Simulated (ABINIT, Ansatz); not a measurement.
WC and the functional, program beside program

The structure is hexagonal, space group P-6m2 (No. 187). The conventional cell has a = 2.907 Å, b = 2.907 Å, c = 2.837 Å, α = 90.00°, β = 90.00°, γ = 120.00°. W (site symmetry -6m2) has 6 C at 2.20 Å as nearest neighbours. C (site symmetry -6m2) has 6 W at 2.20 Å as nearest neighbours.

Kept alike: task band structure; k mesh 10 × 10 × 9; occupations fermi-dirac, width 0.05 eV; no spin polarisation. The mesh is that of the run's cell of 2 atoms. No spin-orbit coupling.

- A: ABINIT, JTH PAW PBE v2.0, made for PBE, cutoff 626 eV
- B: Ansatz, all-electron LAPW, scalar-relativistic

| functional | A: pressure (GPa) | B: pressure (GPa) |
| --- | --- | --- |
| LDA | -8.92 | -9.75 |
| PBE | 6.04 | 5.70 |
| PBEsol | -2.72 | -3.43 |

Pressure is positive in compression; plane-wave values hold the error of the finite cutoff. Values on potentials made for another functional: some of A. For a metal such a mesh leaves the last digits unconverged.

Question: How large is the effect of the functional, and do the programs agree on it?

Answer: From LDA to PBE the pressure moves by +14.96 in A, +15.45 in B (GPa). Row by row the programs differ by 0.34 to 0.83, and over this span the shifts, as printed, agree within about 3 %. Shifts from LDA: PBE +14.96, +15.45; PBEsol +6.20, +6.32; the programs' shifts differ by up to 0.49.
